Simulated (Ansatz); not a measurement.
AlP (started from an entry of an open crystallographic database) was relaxed with 5 functionals in the PAW code Ansatz, cell and atoms free, the symmetry of the start kept (meshes: PBE 8×8×8, r2SCAN 8×8×8, PBEsol 8×8×8, LDA 8×8×8, HSE06 6×6×6). Spin-unpolarised throughout; all numbers are computed.

The PBE result:
```
CELL_PARAMETERS angstrom
0.00000 2.75340 2.75340
2.75340 0.00000 2.75340
2.75340 2.75340 0.00000
ATOMIC_POSITIONS crystal
Al 0.00000 0.00000 0.00000
P 0.25000 0.25000 0.25000
```

The symmetry is F-43m (No. 216, cubic); conventional cell a = 5.507 Å, 20.87 Å³ an atom. Al has 4 P at 2.38 Å; P has 4 Al at 2.38 Å.

(1) What lattice does HSE06 give?

(2) What lattice does LDA give?

(3) Held at the r2SCAN cell, what mean stress do LDA and PBE find, and does its sign point to their own minimum?

Results:

(1) a = 5.477 Å; the volume differs by -1.6 % from PBE's. Al has 4 P at 2.37 Å; P has 4 Al at 2.37 Å.

(2) a = 5.434 Å; the volume differs by -3.9 % from PBE's. Around Al lie 4 P at 2.35 Å; around P lie 4 Al at 2.35 Å.

(3) Yes. LDA -2.10 GPa, and its relaxed volume is -2.4 % from r2SCAN's; PBE +1.37 GPa, and its relaxed volume is +1.6 % from r2SCAN's. Compression counts positive, so a positive stress asks for a larger cell.
